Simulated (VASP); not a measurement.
Write the native input for VASP 6.6.1 that does the following.

| Item | Value |
| --- | --- |
| Task | relaxation of cell and atoms |
| Functional | PBEsol |
| Potentials or basis | VASP PAW PBE potentials, release 64 (Li_sv) |
| Cutoff | 600 eV |
| k mesh | 18 × 18 × 18 |
| Occupations | methfessel-paxton, width 0.1 eV |
| Spin | no spin polarisation |
| Further INCAR settings | ALGO = Normal; EDIFF = 1e-06; IBRION = 2; EDIFFG = -0.01; NSW = 90; ISIF = 3 |

The structure of Li lies in POSCAR:

```
Li
1.0
   -1.7546500000      1.7546500000      1.7546500000
    1.7546500000     -1.7546500000      1.7546500000
    1.7546500000      1.7546500000     -1.7546500000
Li
1
Direct
    0.0000000000      0.0000000000      0.0000000000
```

One way to write it, as run:

INCAR

```
ALGO     = Normal         # electronic algorithm
EDIFF    = 1E-6           # SCF threshold, eV
EDIFFG   = -0.01          # ionic threshold
ENCUT    = 600            # plane-wave cutoff, eV
GGA      = PS             # functional
IBRION   = 2              # ionic algorithm
ISIF     = 3              # what is computed and relaxed
ISMEAR   = 1              # smearing method
LASPH    = True           # aspherical terms in the spheres
LCHARG   = False          # write CHGCAR
LREAL    = False          # projectors in reciprocal space
LWAVE    = False          # write WAVECAR
NELM     = 80             # most SCF steps
NSW      = 90             # ionic steps
PREC     = Accurate       # precision mode
SIGMA    = 0.1            # smearing width, eV
```

KPOINTS

```
k-points
0
Gamma
  18 18 18
```

Potentials or basis: VASP PAW PBE potentials, release 64 (Li_sv).

Run with:

```console
$ cat potpaw_PBE.64/Li_sv/POTCAR > POTCAR
$ mpirun -np 1 vasp_std > vasp.out
```

It gave:

```
Relaxed volume                         : 19.97 Å³/atom
Relaxed cell                           : a = 2.960 Å, b = 2.960 Å, c = 2.960 Å, α = 109.47°, β = 109.47°, γ = 109.47°
Space group after relaxing (to 0.05 Å) : Im-3m (No. 229)
Energy gained by relaxing              : 5.0 meV/atom
Ionic steps                            : 4
Pressure after relaxing                : 0.0 GPa
Band gap on the k mesh                 : none (metal or under the smearing width)
```

Caveat: the cutoff is under 1.25 times the usual one of these potentials, so pressure, stress and relaxed cells hold a basis-set (Pulay) error; the PAW data sets were made with another functional, which shifts forces and pressure a little.

It took 56 s on 1 thread of AMD EPYC 7R43 64-Core Processor (Zen 3), on a shared host, peak memory 0.1 GiB.
